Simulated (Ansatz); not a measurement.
Ru:

```
Ru
1.0
     2.70580    0.00000    0.00000
    -1.35290    2.34329    0.00000
     0.00000    0.00000    4.28190
Ru
2
Direct
  0.66667 0.33333 0.75000
  0.33333 0.66667 0.25000
```

* Program: Ansatz 0.2.0
* Task: relaxation of cell and atoms
* Functional: revPBE
* Potentials or basis: Ansatz PAW
* Cutoff: 420 eV (not typed: the program's choice for these potentials)
* k mesh: 11 × 11 × 6
* Occupations: fermi-dirac, width 0.05 eV
* Spin: no spin polarisation

At the start: volume 13.57 Å³/atom.

Task: How do energy, volume and symmetry change on relaxing?

Result: It ends after 5 steps and the volume is 13.91 Å³/atom (+2.5 %); space group P6_3/mmc (No. 194, to 0.05 Å).

Step by step:
```tsv
step	energy change (eV)	largest force (eV/Å)	volume (Å³)
1	0.0000	0.0000	27.15
2	0.0004	0.0000	28.52
3	-0.0155	0.0000	27.86
4	-0.0156	0.0000	27.82
5	-0.0159	0.0000	27.82
```

Final structure:
```cif
data_structure
_symmetry_space_group_name_H-M 'P 1'
_symmetry_Int_Tables_number 1
_cell_length_a 2.7289
_cell_length_b 2.7289
_cell_length_c 4.3139
_cell_angle_alpha 90.000
_cell_angle_beta 90.000
_cell_angle_gamma 120.000
_cell_volume 27.82
loop_
_atom_site_label
_atom_site_type_symbol
_atom_site_fract_x
_atom_site_fract_y
_atom_site_fract_z
_atom_site_occupancy
Ru1 Ru 0.66667 0.33333 0.75000 1
Ru2 Ru 0.33333 0.66667 0.25000 1
```

Caveat: the plane-wave basis is chosen anew once the cell has moved, so the energies of steps on either side of that aren't comparable; the PAW data sets come from PBE, with cores solved anew for the run's functional, which leaves a small shift of forces and pressure.
